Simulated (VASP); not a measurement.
Input of a VASP 6.6.1 run:

File INCAR:

```
  PREC = Accurate
  ENCUT = 520
  EDIFF = 1E-7
  ISMEAR = 0
  SIGMA = 0.02
  LREAL = False
  LASPH = True
  NELM = 100
  ALGO = Normal
  ISIF = 3
  LWAVE = False
  LCHARG = False
  GGA = PE
  IBRION = 2
  NSW = 80
  EDIFFG = -0.002
  KPAR = 4
```

Contents of KPOINTS:

```
regular mesh
0
Gamma
  12 12 6
```

The input POSCAR:

```
GaN
1.0
    3.1800000000      0.0000000000      0.0000000000
   -1.5900000000      2.7539607800      0.0000000000
    0.0000000000      0.0000000000      5.1660000000
Ga N
2 2
Direct
    0.3333333300      0.6666666700      0.0000000000
    0.6666666700      0.3333333300      0.5000000000
    0.3333333300      0.6666666700      0.3750000000
    0.6666666700      0.3333333300      0.8750000000
```

Potentials or basis: VASP PAW PBE potentials, release 64 (Ga_d, N).

The run is started by

```bash
$ cat potpaw_PBE.64/Ga_d/POTCAR potpaw_PBE.64/N/POTCAR > POTCAR
$ mpirun -np 4 vasp_std > vasp.out
```

**Question.** Estimate the space group after relaxing (to 0.05 Å).

**Answer.** P6_3mc (No. 186).

**Question.** Predict the relaxed cell.

**Answer.** a = 3.219 Å, b = 3.219 Å, c = 5.244 Å, α = 90.00°, β = 90.00°, γ = 120.00°.

Final structure:
```
Ga N
1.0
     3.21869    0.00000    0.00000
    -1.60935    2.78747    0.00000
     0.00000    0.00000    5.24433
Ga N
2 2
Direct
  0.33333 0.66667 0.99915
  0.66667 0.33333 0.49915
  0.33333 0.66667 0.37585
  0.66667 0.33333 0.87585
```

PBE usually gives volumes a little too large and moduli too small. Zero-point motion and thermal expansion aren't in these numbers.
